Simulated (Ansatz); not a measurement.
# Sn (bcc type): the cost of one run

Program: Ansatz 0.2.0. Level of theory: DFT, PBE, PAW with Ansatz's default frozen-core files, scalar-relativistic. These are calculated values, not measurements.

## (1) The structure to begin with

The structure is cubic, space group Im-3m (No. 229). The conventional cell has a = 3.826 Å, b = 3.826 Å, c = 3.826 Å, α = 90.00°, β = 90.00°, γ = 90.00°. Around Sn (site symmetry m-3m) lie 8 Sn at 3.31 Å.

Coordinates:

```
Sn
1.0
    -1.91293    1.91293    1.91293
     1.91293   -1.91293    1.91293
     1.91293    1.91293   -1.91293
Sn
1
Direct
  0.00000 0.00000 0.00000
```

## (2) Cell relaxed at zero pressure, PAW

Input file input.yaml:

```yaml
crystal:
  lattice:
    - [-1.9129311828, 1.9129311828, 1.9129311828]
    - [1.9129311828, -1.9129311828, 1.9129311828]
    - [1.9129311828, 1.9129311828, -1.9129311828]
  atoms:
    - { symbol: Sn, position: [0.0, 0.0, 0.0] }
kpoints:
  mp_grid: { grid: [18, 18, 18] }
scf:
  occupations: { method: fermi_dirac, width: 0.08 }
hamiltonian:
  xc: pbe
  pseudopotentials: { kind: paw }
output:
  forces: true
  stress: true
relax:
  f_tol: 0.005
  max_steps: 40
  cell: {}
```

Command:

```console
> ansatz run input.yaml --threads 2 --pin off --max-ram 5120MiB --backend cpu --events-out ev --progress --plain --runs-dir out
```

**Question.** How long does this run take on 2 threads of Arm Neoverse V1, shared host, and how much memory does it need?

About 4.3 s, with a peak of 0.35 GiB.
